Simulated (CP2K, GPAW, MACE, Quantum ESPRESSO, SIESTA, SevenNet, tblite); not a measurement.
**Running hcp Mg, size series (64 atoms) with SIESTA**

How do the settings of SIESTA change the result for hcp Mg, size series (64 atoms)? A plane-wave run serves as the yardstick.

Method: the method is named at each step, in SIESTA 5.4.2.

## Step 1: The starting structure

The cell holds 64 atoms: 64 Mg. Cell: a = 12.836 Å, b = 12.836 Å, c = 10.422 Å, α = 90.0°, β = 90.0°, γ = 120.0°. It derives from Mg (hcp), repeated 4×4×2. Hcp Mg (a = 3.209 Å, c = 5.211 Å), 4 x 4 x 2 conventional cells; every coordinate displaced by a Gaussian of 0.05 Å. Then every atom was moved at random, 0.03 Å r.m.s. a Cartesian component.

The yardstick, on the same geometry:

| Property | Result |
| --- | --- |
| method | Kohn-Sham DFT, PBE, SSSP efficiency 1.3.0 pseudopotentials, plane waves (Quantum ESPRESSO 7.5); sssp-pbe-1.3.0-efficiency, cutoffs 45/360 Ry, Γ point |
| r.m.s. force component | 0.1781 eV/Å |
| longest force | 0.7395 eV/Å |
| pressure | -0.493 GPa |
| time | 46 s on 4 MPI ranks of Arm Neoverse V2, shared host |
| CPU time | 3 min |

## Step 2: PBE, DZP, shift 0.01 Ry, mesh 500 Ry

Method: Kohn-Sham DFT, PBE, PseudoDojo 0.4.1 norm-conserving pseudopotentials (converted to PSML), numerical atomic orbitals (DZP), diagonalisation.

The .psml files are PseudoDojo norm-conserving potentials that we converted to this format, checked against plane waves on the same files for H, C, O, Si, Ge and Ca alone.

Input file input.fdf:

```
SystemLabel cell
NumberOfAtoms 64
NumberOfSpecies 1
%block ChemicalSpeciesLabel
  1 12 Mg
%endblock ChemicalSpeciesLabel
LatticeConstant 1.0 Ang
%block LatticeVectors
  12.83600 0.00000 0.00000
  -6.41800 11.11630 0.00000
  0.00000 0.00000 10.42200
%endblock LatticeVectors
PAO.BasisSize DZP
PAO.EnergyShift 0.01 Ry
XC.Functional GGA
XC.Authors PBE
MeshCutoff 500 Ry
%block kgrid_Monkhorst_Pack
  1 0 0 0.0
  0 1 0 0.0
  0 0 1 0.0
%endblock kgrid_Monkhorst_Pack
SolutionMethod diagon
OccupationFunction FD
ElectronicTemperature 580 K
SCF.Mixer.Method Pulay
SCF.Mixer.Weight 0.05
SCF.Mixer.History 8
SCF.Mix Hamiltonian
MaxSCFIterations 300
SCF.DM.Tolerance 1e-04
SCF.H.Tolerance 1.0e-3 eV
WriteForces T
Write.HirshfeldPop T
Write.VoronoiPop T
Write.DM F
Write.H F
XML.Write F
AtomicCoordinatesFormat Fractional
%block AtomicCoordinatesAndAtomicSpecies
  0.99358 0.99469 0.00744 1
  0.07676 0.16214 0.24844 1
  0.99879 0.99553 0.50321 1
  0.08460 0.15770 0.75997 1
  0.99644 0.25298 0.00524 1
  0.08289 0.41733 0.24353 1
  0.00141 0.24869 0.48777 1
  0.08352 0.40908 0.73515 1
  0.99842 0.49420 0.99023 1
  0.07127 0.65780 0.24912 1
  0.00247 0.50274 0.50154 1
  0.08215 0.66023 0.75733 1
  0.00774 0.75037 0.00946 1
  0.08165 0.91347 0.25190 1
  0.99470 0.74695 0.51016 1
  0.08850 0.91681 0.75017 1
  0.24642 0.99878 0.99708 1
  0.32611 0.16600 0.24590 1
  0.26085 0.00515 0.50387 1
  0.33553 0.17439 0.75601 1
  0.24468 0.24743 0.99626 1
  0.33269 0.41133 0.25467 1
  0.23983 0.23926 0.49876 1
  0.33020 0.41540 0.74212 1
  0.25301 0.50260 0.99367 1
  0.33376 0.66696 0.25496 1
  0.24770 0.50301 0.49386 1
  0.32641 0.65501 0.75132 1
  0.24356 0.74444 0.99737 1
  0.33625 0.91788 0.25729 1
  0.25266 0.74987 0.49492 1
  0.33614 0.91621 0.74514 1
  0.50361 0.99698 0.00889 1
  0.58402 0.16625 0.25370 1
  0.49966 0.99315 0.50096 1
  0.58428 0.16916 0.73991 1
  0.49618 0.24616 0.00263 1
  0.57525 0.41120 0.26019 1
  0.49469 0.24761 0.48835 1
  0.57740 0.41082 0.73646 1
  0.49998 0.49964 0.99424 1
  0.58383 0.67280 0.24405 1
  0.49524 0.49323 0.49904 1
  0.57786 0.66637 0.74777 1
  0.50100 0.74980 0.00691 1
  0.57902 0.91538 0.24522 1
  0.50294 0.74499 0.49819 1
  0.58958 0.90837 0.75428 1
  0.74497 0.99410 0.00268 1
  0.82874 0.17391 0.25336 1
  0.75763 0.00453 0.49625 1
  0.83455 0.16800 0.74484 1
  0.75102 0.24392 0.99559 1
  0.83544 0.42041 0.24957 1
  0.76239 0.25818 0.50586 1
  0.84063 0.42316 0.75959 1
[... 4 atom lines left out ...]
  0.74524 0.74834 0.01365 1
  0.83735 0.91411 0.24206 1
  0.75148 0.75449 0.50507 1
  0.83036 0.91672 0.74691 1
%endblock AtomicCoordinatesAndAtomicSpecies
```

On the command line:

```
OMP_NUM_THREADS=1 mpirun -np 2 siesta < input.fdf > output.txt
```

Output:

```text
Version         : 5.4.2
reinit: System Name:
reinit: System Label: cell
initatom: Reading input for the pseudopotentials and atomic orbitals ----------
Species number:   1 Atomic number:   12 Label: Mg
Ground state valence configuration (from tables):   3s02  3p00  3d00  4f00
---- Processing specs for species: Mg
GGA--PBE XC_GGA_X_PBE--XC_GGA_C_PBE pb
Semicore shell(s) with  8 electrons included in the valence for Mg
Semicore shell(s): 2s 2p
Fallback to non-perturbative polarization scheme for Mg
Please see the manual if this is not desired in principle
Mg pseudopotential only contains V_ls up to l=1 -- lmxkb reset.
Using PAO.SplitTailNorm
%block ChemicalSpeciesLabel
    1   12 Mg                      # Species index, atomic number, species label
%endblock ChemicalSpeciesLabel
%block PAO.Basis                 # Define Basis set
Mg                    4                    # Species label, number of l-shells
 n=2   0   1                         # n, l, Nzeta
   2.332
   1.000
 n=3   0   2                         # n, l, Nzeta
   7.124      5.248
   1.000      1.000
 n=2   1   1                         # n, l, Nzeta
   2.593
   1.000
 n=3   1   1                         # n, l, Nzeta
   7.124
   1.000
%endblock PAO.Basis
coor:   Atomic-coordinates input format  =     Fractional
siesta: System type = bulk
initatomlists: Number of atoms, orbitals, and projectors:     64   576   512
siesta: ******************** Simulation parameters ****************************
Total number of electrons:   640.000000
Total ionic charge:   640.000000
 Kpoints in:            1 . Kpoints trimmed:            1
siesta: k-grid: Number of k-points = 1
siesta: k-points from Monkhorst-Pack grid
siesta: k-cutoff (effective) =     5.211 Ang
siesta: k-point supercell and displacements
siesta: k-grid:     1     0     0      0.000
siesta: k-grid:     0     1     0      0.000
siesta: k-grid:     0     0     1      0.000
                     ====================================
                        Single-point calculation
                     ====================================
outcell: Unit cell vectors (Ang):
       12.836000    0.000000    0.000000
       -6.418000   11.116300    0.000000
        0.000000    0.000000   10.422000
outcell: Cell vector modules (Ang)   :   12.836000   12.835998   10.422000
outcell: Cell angles (23,13,12) (deg):     90.0000     90.0000    120.0000
outcell: Cell volume (Ang**3)        :   1487.1030
Gamma-point calculation with multiply-connected orbital pairs
Gamma-point calculation with multiply-connected orbital pairs
Folding of H and S implicitly performed
Folding of H and S implicitly performed
new_DM -- step:     1
Initializing Density Matrix...
Attempting to read DM from file... Failed...
DM filled with atomic data:
InitMesh: MESH = 150 x 150 x 144 = 3240000
InitMesh: Mesh cutoff (required, used) =   500.000   503.227 Ry
stepf: Fermi-Dirac step function
        iscf     Eharris(eV)        E_KS(eV)     FreeEng(eV)     dDmax    Ef(eV) dHmax(eV)
   scf:    1  -103277.768667  -103381.489069  -103381.808828  0.776008 -3.120700  3.432710
   scf:    2  -103381.839755  -103381.665188  -103381.987734  0.008806 -3.128849  3.200621
   scf:    3  -103383.737062  -103382.842565  -103383.234762  0.106657 -3.249623  0.789974
   scf:    4  -103382.908350  -103382.941805  -103383.329667  0.049522 -3.262423  0.274760
   scf:    5  -103382.957731  -103382.951490  -103383.340051  0.007015 -3.262152  0.185204
   scf:    6  -103382.965042  -103382.962494  -103383.349176  0.011466 -3.262767  0.066592
   scf:    7  -103382.971752  -103382.968530  -103383.351794  0.008304 -3.264473  0.047950
   scf:    8  -103382.968438  -103382.968515  -103383.352148  0.001100 -3.264732  0.030927
   scf:    9  -103382.967768  -103382.968213  -103383.352428  0.001731 -3.265077  0.014451
   scf:   10  -103382.967769  -103382.968010  -103383.352522  0.001044 -3.265607  0.004678
   scf:   11  -103382.967739  -103382.967877  -103383.352534  0.000423 -3.265903  0.002300
   scf:   12  -103382.967844  -103382.967860  -103383.352535  0.000046 -3.265955  0.001962
   scf:   13  -103382.967744  -103382.967803  -103383.352539  0.000220 -3.266230  0.000712
   scf:   14  -103382.967787  -103382.967795  -103383.352539  0.000049 -3.266305  0.000676
SCF Convergence by DM+H criterion
max |DM_out - DM_in|         :     0.0000494955
max |H_out - H_in|      (eV) :     0.0006764920
SCF cycle converged after 14 iterations
Using DM_out to compute the final energy and forces
siesta: E_KS(eV) =          -103382.9678
siesta: E_KS - E_eggbox =   -103382.9678
siesta: Atomic forces (eV/Ang):
     1    0.189834    0.026756   -0.526268
     2    0.018530    0.086966    0.001576
     3    0.095846    0.076399   -0.152140
     4   -0.386176    0.180847   -0.366501
     5    0.226106   -0.281435   -0.339771
     6    0.084628    0.066064    0.057596
     7    0.099452    0.007917    0.385910
     8   -0.145537   -0.045666    0.404544
     9    0.130068    0.086202    0.466371
    10    0.420682    0.368625    0.154817
    11    0.084544   -0.019085   -0.053303
    12   -0.044614    0.316622   -0.393267
[...]
60   -0.016819    0.112548    0.625171
    61    0.299341   -0.168149   -1.089145
    62   -0.342988    0.121726    0.773204
    63    0.029746   -0.331332   -0.504904
    64    0.311868   -0.047630    0.455048
----------------------------------------
   Tot   -0.085347   -0.175783   -0.038885
----------------------------------------
   Max    1.089145
   Res    0.282075    sqrt( Sum f_i^2 / 3N )
----------------------------------------
   Max    1.089145    constrained
Stress tensor Voigt[x,y,z,yz,xz,xy] (kbar):       -4.18       -3.97       -2.09        0.44       -0.29        0.48
(Free)E + p*V (eV/cell)  -103380.1825
Target enthalpy (eV/cell)  -103383.3525
siesta: Program's energy decomposition (eV):
siesta: Ebs     =    -28716.138867
siesta: Eions   =    126262.715352
siesta: Ena     =      8447.610232
siesta: Ekin    =     58861.164372
siesta: Enl     =    -31292.965556
siesta: DEna    =       603.838808
siesta: DUscf   =        17.784949
siesta: Ex      =    -12992.220717
siesta: Ec      =      -765.464530
siesta: Exc     =    -13757.685247
siesta: Eharris =   -103382.967787
siesta: Etot    =   -103382.967795
siesta: FreeEng =   -103383.352539
siesta: Final energy (eV):
siesta:  Band Struct. =  -28716.138867
siesta:       Kinetic =   58861.164372
siesta:       Hartree =   37771.345248
siesta:         Exch. =  -12992.220717
siesta:         Corr. =    -765.464530
siesta:   Exch.-corr. =  -13757.685247
siesta:  Ion-electron = -145254.820735
siesta:       Ion-ion =  -41002.971433
siesta:         Total = -103382.967795
siesta:         Fermi =      -3.266305
siesta: Stress tensor (static) (eV/Ang**3):
siesta:    -0.002608    0.000298   -0.000183
siesta:     0.000298   -0.002480    0.000272
siesta:    -0.000183    0.000272   -0.001307
siesta: Cell volume =       1487.102953 Ang**3
siesta: Pressure (static):
siesta:                Solid            Molecule  Units
siesta:           0.00002322         -0.00007896  Ry/Bohr**3
siesta:           0.00213170         -0.00724993  eV/Ang**3
siesta:           3.41535856        -11.61567156  kBar
    Orbital volume contribution        =          44.516897 eV
    (Free)E + p_basis*V_orbitals       =     -103338.835642 eV
    (Free)Eharris+ p_basis*V_orbitals  =     -103338.835635 eV
Hirshfeld Atomic Populations:
Atom #   charge [q] valence [e]  Species
     1     0.000418    9.999582  Mg
     2    -0.001750   10.001750  Mg
     3    -0.002894   10.002894  Mg
     4     0.000188    9.999812  Mg
     5     0.002517    9.997483  Mg
     6     0.002192    9.997808  Mg
     7    -0.002083   10.002083  Mg
     8    -0.000606   10.000606  Mg
     9    -0.002342   10.002342  Mg
    10    -0.000237   10.000237  Mg
    11    -0.003889   10.003889  Mg
    12    -0.002325   10.002325  Mg
[...]
--------------------
 Total     0.000033
Voronoi Atomic Populations:
Atom #   charge [q] valence [e]  Species
[...]
60     0.006908    9.993092  Mg
    61     0.003439    9.996561  Mg
    62     0.006452    9.993548  Mg
    63    -0.003017   10.003017  Mg
    64    -0.005385   10.005385  Mg
--------------------
 Total     0.000033
```

Elapsed: 82 s, on 2 MPI ranks of Arm Neoverse V2, shared host; peak memory 1.4 GiB.

Banners, paths, timers and routine set-up lines are dropped from the logs unmarked, and long logs keep their key lines alone; longer cuts are marked.

Against the reference:

```yaml
r_m_s_force_component: 0.2821 eV/Å
r_m_s_difference_of_force_components: 105.4 meV/Å
longest_difference_of_force_vectors: 402.9 meV/Å
force_difference_over_r_m_s_force: 59.21 %
slope_of_forces_against_the_reference_s: 1.579
correlation_of_force_components: 0.997
pressure: 0.3415 GPa
pressure_difference: 0.8345 GPa
```

This run lies far from the reference in forces at the same functional. Basis and potentials both differ; the latter hold 640 valence electrons against the reference's 128.

The surroundings of Mg6, picked at random, nearest first, numbered as they follow in the input and with coordinates relative to it.

```
atom      x      y      z  distance (Å)  bonds  Hirshfeld charge (e)     Fx     Fy  Fz (eV/Å)
 Mg6   0.00   0.00   0.00          0.00     12                  0.00   0.08   0.07       0.06
 Mg5  -0.05  -1.83  -2.48          3.08     12                  0.00   0.23  -0.28      -0.34
 Mg7   0.04  -1.87   2.55          3.16     12                  0.00   0.10   0.01       0.39
Mg10  -1.69   2.67   0.06          3.16     12                  0.00   0.42   0.37       0.15
Mg27   1.57   0.95   2.61          3.19     12                  0.00   0.19  -0.29       0.09
 Mg9  -1.58   0.85  -2.64          3.19     12                  0.00   0.13   0.09       0.47
Mg54  -3.20   0.03   0.06          3.20     12                  0.00  -0.15  -0.33      -0.01
Mg50  -1.70  -2.71   0.10          3.20     12                  0.00   0.25  -0.37      -0.23
Mg26   1.62   2.77   0.12          3.21     12                  0.00  -0.11  -0.06      -0.38
Mg25   1.64   0.95  -2.60          3.22     12                  0.00   0.03  -0.24       0.29
 Mg2   1.56  -2.84   0.05          3.24     12                  0.00   0.02   0.09       0.00
Mg22   3.24  -0.07   0.12          3.25     12                  0.00  -0.31   0.20      -0.36
Mg11  -1.58   0.95   2.69          3.26     12                  0.00   0.08  -0.02      -0.05
```

Forces lie 59 % from the reference's, at 0.89 times its CPU time (on 2 against 4 cores).

(Part 1 of 2 ends here.)

[Also dropped from logs without a mark: logging warnings of Python, and SIESTA's first energy breakdown and zero terms.]

[Logs are printed without paths, hosts, clocks, repeated set-up lines and the standing remarks that a program may print on its own settings, such as how far it seeks lower states.]

[Hosts, paths, dates, database ids (printed as entryN), source tags and the programs' standing remarks are cut or masked in the printed files.]
